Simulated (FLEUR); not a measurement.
# Cs (Fm-3m) in FLEUR: a series of runs, part 2 of 2

FLEUR MaX-R8.1 (later development tree).

### 3 Band structure, Wu-Cohen GGA (cell strained at random at fixed volume)

The input, inp.xml:

```xml
<?xml version="1.0" encoding="UTF-8" standalone="no"?>
<fleurInput fleurInputVersion="0.39">
   <comment>
      Cs                                                                                                  
   </comment>
   <calculationSetup>
      <cutoffs Kmax="3.5" Gmax="17.5" GmaxXC="17.5" numbands="0"/>
      <scfLoop itmax="60" minDistance="0.00001" maxIterBroyd="15" imix="Anderson" alpha="0.05" precondParam="0.0" spinf="2.0" sdNocoIR="T"/>
      <coreElectrons ctail="T" frcor="F" kcrel="0" coretail_lmax="0"/>
      <xcFunctional name="wc" relativisticCorrections="F"/>
      <magnetism jspins="1"/>
      <soc l_soc="F" theta="0.0" phi="0.0" spav="F"/>
      <expertModes spex="0" secvar="F"/>
      <geometryOptimization l_f="F" forcealpha="1.0" forcemix="BFGS" epsdisp="0.00001" epsforce="0.00001"/>
      <ldaU l_linMix="F" mixParam="0.05" spinf="1.0"/>
   </calculationSetup>
   <cell>
      <bzIntegration valenceElectrons="19.0" mode="hist" fermiSmearingEnergy="0.00183747">
         <kPointListSelection listName="default-1"/>
         <!-- k-points included here -->
         <xi:include xmlns:xi="http://www.w3.org/2001/XInclude" href="kpts.xml"> </xi:include>
      </bzIntegration>
      <!-- symmetry operations included here -->
      <xi:include xmlns:xi="http://www.w3.org/2001/XInclude" href="sym.xml"> </xi:include>
      <bulkLattice scale="1.0">
         <bravaisMatrix>
            <row-1>    0.1070510952324654     7.2829270054372914     7.4450333815838521</row-1>
            <row-2>    7.6536175717649506     0.0828531522069624     7.4692313246093560</row-2>
            <row-3>    7.7333866909365661     7.3868959573605339     0.0030821433092226</row-3>
         </bravaisMatrix>
      </bulkLattice>
   </cell>
   <atomSpecies>
      <species name="Cesium (Cs)" element="Cs" atomicNumber="55">
         <mtSphere radius="2.66" gridPoints="879" logIncrement="0.015"/>
         <atomicCutoffs lmax="9" lnonsphr="7"/>
         <electronConfig flipSpins="F">
            <coreConfig>(1s1/2) (2s1/2) (2p1/2) (2p3/2) (3s1/2) (3p1/2) (3p3/2) (4s1/2) (3d3/2) (3d5/2) (4p1/2) (4p3/2)</coreConfig>
            <valenceConfig>(5s1/2) (4d3/2) (4d5/2) (5p1/2) (5p3/2) (6s1/2)</valenceConfig>
            <stateOccupation state="(6s1/2)" spinUp="0.500000" spinDown="0.500000"/>
         </electronConfig>
         <energyParameters s="6" p="5" d="4" f="4"/>
         <lo type="SCLO" l="0" n="5" eDeriv="0"/>
         <lo type="HELO" l="1" n="6" eDeriv="0"/>
         <lo type="HELO" l="1" n="6" eDeriv="1"/>
         <lo type="HELO" l="2" n="5" eDeriv="0"/>
         <lo type="HELO" l="2" n="5" eDeriv="1"/>
         <lo type="SCLO" l="3" n="4" eDeriv="2"/>
      </species>
   </atomSpecies>
   <atomGroups>
      <atomGroup species="Cesium (Cs)">
         <relPos label="                   1">.0000000000 .0000000000 .0000000000</relPos>
         <force calculate="T" relaxXYZ="TTT"/>
      </atomGroup>
   </atomGroups>
   <output dos="F" band="F" slice="F">
      <checks vchk="F" cdinf="F"/>
      <bandDOS minEnergy="-.5*Htr" maxEnergy="0.5*Htr" sigma="0.015" storeEVData="T"/>
      <vacuumDOS vacdos="F" integ="F" star="F" nstars="0" locx1="0.0" locy1="0.0" locx2="0.0" locy2="0.0" nstm="0" tworkf="0.0"/>
      <unfoldingBand unfoldBand="F" supercellX="1" supercellY="1" supercellZ="1"/>
      <plotting iplot="0" polar="F">
         <plot TwoD="T" vec1="  1.0  0.0  0.0" vec2="  0.0  1.0  0.0" vec3="  0.0  0.0  1.0" zero="  0.0  0.0  0.0" file="plot"/>
      </plotting>
      <chargeDensitySlicing numkpt="0" minEigenval="0.0" maxEigenval="0.0" nnne="0" pallst="F"/>
      <specialOutput eonly="F"/>
      <moessbauerParams electricFieldGradient="T" isomerShift="T" coreHyperfine="T" valenceHyperfine="T"/>
      <magneticCircularDichroism mcd="F" energyLo="-10.0" energyUp="0.0"/>
   </output>
  <!-- We include the file relax.xml here to enable relaxations (see documentation) -->
  <xi:include xmlns:xi="http://www.w3.org/2001/XInclude" href="relax.xml"> <xi:fallback/> </xi:include>
</fleurInput>
```

The input, crystal.txt:

```
Cs
&input cartesian=F /
0.0566490000  3.8539590000  3.9397420000
4.0501200000  0.0438440000  3.9525470000
4.0923320000  3.9089770000  0.0016310000
1.8897261246
1.0 1.0 1.0

1
55 0.0000000000  0.0000000000  0.0000000000

&kpt div1=4 div2=4 div3=4 gamma=T /
```

The input, inp.xml (bands):

```
<?xml version="1.0" encoding="UTF-8" standalone="no"?>
<fleurInput fleurInputVersion="0.39">
   <comment>
      Cs                                                                                                  
   </comment>
   <calculationSetup>
      <cutoffs Kmax="3.5" Gmax="17.5" GmaxXC="17.5" numbands="0"/>
      <scfLoop itmax="60" minDistance="0.00001" maxIterBroyd="15" imix="Anderson" alpha="0.05" precondParam="0.0" spinf="2.0" sdNocoIR="T"/>
      <coreElectrons ctail="T" frcor="F" kcrel="0" coretail_lmax="0"/>
      <xcFunctional name="wc" relativisticCorrections="F"/>
      <magnetism jspins="1"/>
      <soc l_soc="F" theta="0.0" phi="0.0" spav="F"/>
      <expertModes spex="0" secvar="F"/>
      <geometryOptimization l_f="F" forcealpha="1.0" forcemix="BFGS" epsdisp="0.00001" epsforce="0.00001"/>
      <ldaU l_linMix="F" mixParam="0.05" spinf="1.0"/>
   </calculationSetup>
   <cell>
      <bzIntegration valenceElectrons="19.0" mode="hist" fermiSmearingEnergy="0.00183747">
         <kPointListSelection listName="path-1"/>
         <!-- k-points included here -->
         <xi:include xmlns:xi="http://www.w3.org/2001/XInclude" href="kpts.xml"> </xi:include>
      </bzIntegration>
      <!-- symmetry operations included here -->
      <xi:include xmlns:xi="http://www.w3.org/2001/XInclude" href="sym.xml"> </xi:include>
      <bulkLattice scale="1.0">
         <bravaisMatrix>
            <row-1>    0.1070510952324654     7.2829270054372914     7.4450333815838521</row-1>
            <row-2>    7.6536175717649506     0.0828531522069624     7.4692313246093560</row-2>
            <row-3>    7.7333866909365661     7.3868959573605339     0.0030821433092226</row-3>
         </bravaisMatrix>
      </bulkLattice>
   </cell>
   <atomSpecies>
      <species name="Cesium (Cs)" element="Cs" atomicNumber="55">
         <mtSphere radius="2.66" gridPoints="879" logIncrement="0.015"/>
         <atomicCutoffs lmax="9" lnonsphr="7"/>
         <electronConfig flipSpins="F">
            <coreConfig>(1s1/2) (2s1/2) (2p1/2) (2p3/2) (3s1/2) (3p1/2) (3p3/2) (4s1/2) (3d3/2) (3d5/2) (4p1/2) (4p3/2)</coreConfig>
            <valenceConfig>(5s1/2) (4d3/2) (4d5/2) (5p1/2) (5p3/2) (6s1/2)</valenceConfig>
            <stateOccupation state="(6s1/2)" spinUp="0.500000" spinDown="0.500000"/>
         </electronConfig>
         <energyParameters s="6" p="5" d="4" f="4"/>
         <lo type="SCLO" l="0" n="5" eDeriv="0"/>
         <lo type="HELO" l="1" n="6" eDeriv="0"/>
         <lo type="HELO" l="1" n="6" eDeriv="1"/>
         <lo type="HELO" l="2" n="5" eDeriv="0"/>
         <lo type="HELO" l="2" n="5" eDeriv="1"/>
         <lo type="SCLO" l="3" n="4" eDeriv="2"/>
      </species>
   </atomSpecies>
   <atomGroups>
      <atomGroup species="Cesium (Cs)">
         <relPos label="                   1">.0000000000 .0000000000 .0000000000</relPos>
         <force calculate="T" relaxXYZ="TTT"/>
      </atomGroup>
   </atomGroups>
   <output dos="F" band="T" slice="F">
      <checks vchk="F" cdinf="F"/>
      <bandDOS minEnergy="-.5*Htr" maxEnergy="0.5*Htr" sigma="0.015" storeEVData="T"/>
      <vacuumDOS vacdos="F" integ="F" star="F" nstars="0" locx1="0.0" locy1="0.0" locx2="0.0" locy2="0.0" nstm="0" tworkf="0.0"/>
      <unfoldingBand unfoldBand="F" supercellX="1" supercellY="1" supercellZ="1"/>
      <plotting iplot="0" polar="F">
         <plot TwoD="T" vec1="  1.0  0.0  0.0" vec2="  0.0  1.0  0.0" vec3="  0.0  0.0  1.0" zero="  0.0  0.0  0.0" file="plot"/>
      </plotting>
      <chargeDensitySlicing numkpt="0" minEigenval="0.0" maxEigenval="0.0" nnne="0" pallst="F"/>
      <specialOutput eonly="F"/>
      <moessbauerParams electricFieldGradient="T" isomerShift="T" coreHyperfine="T" valenceHyperfine="T"/>
      <magneticCircularDichroism mcd="F" energyLo="-10.0" energyUp="0.0"/>
   </output>
  <!-- We include the file relax.xml here to enable relaxations (see documentation) -->
  <xi:include xmlns:xi="http://www.w3.org/2001/XInclude" href="relax.xml"> <xi:fallback/> </xi:include>
</fleurInput>
```

Potentials or basis: all-electron, FLAPW.

On the command line:

```
$ inpgen -f crystal.txt -profile veryFastHighL
$ # inp.xml edited to the form shown
$ fleur_MPI
$ fleur_MPI   # second run, on inp.xml (bands)
```

Wall time 87 s (1 thread of Arm Neoverse V1, shared host); peak memory 0.16 GiB.

Results (log left out):

```
Free energy                                           : -211962.1574 eV
Band gap along the path                               : none (metal or under the smearing width)
Valence electrons inside the program's atomic spheres : Cs 16.71 (radii Cs 2.66 bohr)
```

Levels at the corners of the path, in eV from the Fermi level:
| point | band 8 | band 9 | band 10 | band 11 | band 12 | band 13 |
| --- | --- | --- | --- | --- | --- | --- |
| X | -10.71 | -10.70 | -0.09 | 0.61 | 2.17 | 2.35 |
| Γ | -10.69 | -10.69 | -1.67 | 2.27 | 2.37 | 2.47 |
| Y | -10.71 | -10.70 | -0.09 | 0.61 | 2.15 | 2.37 |
| L | -10.74 | -10.72 | 0.27 | 1.03 | 1.26 | 3.60 |
| Γ | -10.69 | -10.69 | -1.67 | 2.27 | 2.37 | 2.47 |
| Z | -10.71 | -10.70 | -0.05 | 0.67 | 2.12 | 2.33 |
| N | -10.74 | -10.73 | 0.32 | 0.98 | 1.38 | 3.59 |
| Γ | -10.69 | -10.69 | -1.67 | 2.27 | 2.37 | 2.47 |
| M | -10.73 | -10.72 | 0.22 | 1.07 | 1.14 | 3.80 |
| R | -10.71 | -10.71 | -0.04 | 0.68 | 2.11 | 2.31 |
| Γ | -10.69 | -10.69 | -1.67 | 2.27 | 2.37 | 2.47 |

Core levels (eV from the Fermi level):
| atom | levels |
| --- | --- |
| 1 Cs | 1s1/2 -35765.2, 2s1/2 -5605.9, 2p1/2 -5274.5, 2p3/2 -4922.2, 3s1/2 -1163.2, 3p1/2 -1024.6, 3p3/2 -957.1, 4s1/2 -217.1, 3d3/2 -713.4, 3d5/2 -699.1, 4p1/2 -167.4, 4p3/2 -153.6 |

Caveat: spin-orbit coupling is left out, which moves the levels of the heavy elements.
